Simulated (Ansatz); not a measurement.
# SnSe2: comparing deformations

Theory: DFT PBEsol, scalar-relativistic, plane waves, PAW (Ansatz). Cutoff 420 eV, Γ-centred 12×12×6 k-points, Gaussian smearing of 0.05 eV. No spin polarisation. Energies are free energies at this smearing, counted from the undisturbed cell; pressure is positive in compression.

Reference structure (relaxed at this level):

```
Sn Se
1.0
     3.81892    0.00000    0.00000
    -1.90946    3.30728    0.00000
     0.00000    0.00000    6.14557
Sn Se
1 2
Cartesian
  0.0000 0.0000 0.0000
  0.0000 2.2049 1.5860
  1.9095 1.1024 4.5596
```

The cell holds layers and no dispersion correction was added, so their binding is poorly described.

The cell is strained by ε times a Voigt pattern (xx, yy, zz, yz, xz, xy; engineering shear) with fractional coordinates fixed. τ = (1/V0) dE/dε comes from the stress tensor. Of each scan, only the three points used here are listed.

```csv
pattern,ε,τ (GPa)
"(1, -1, 0, 0, 0, 0)",-0.0300,-4.90
"(1, -1, 0, 0, 0, 0)",0.0000,0.00
"(1, -1, 0, 0, 0, 0)",0.0150,2.19
"(1, 0, 0, 0, 0, 0)",-0.0300,-3.93
"(1, 0, 0, 0, 0, 0)",0.0000,0.01
"(1, 0, 0, 0, 0, 0)",0.0150,1.65
```

Which constants do the scans give, and which deformation costs least for the same size of strain tensor?

The slope dτ/dε at zero (parabola through three points) is pᵀCp: (1, -1, 0, 0, 0, 0) gives C11 + C22 − 2 C12 = 152 GPa; (1, 0, 0, 0, 0, 0) gives C11 = 116 GPa. The size of the strain tensor, ε:ε, is ε² times 2.0, 1.0. Per unit of it the stiffnesses are 76, 116 GPa, so (1, -1, 0, 0, 0, 0) is the softest of these: at ε:ε = (1 %)² the quadratic term costs 0.61 meV/atom against 0.94 for the stiffest. These are clamped-ion values.

Forces appear on the atoms along this scan, and letting them relax would lower the energy and soften the response.

Cost: 10 runs of about 4.9 core-minutes in all, on Intel Xeon Platinum 8259CL (Skylake/Cascade Lake) (shared hosts).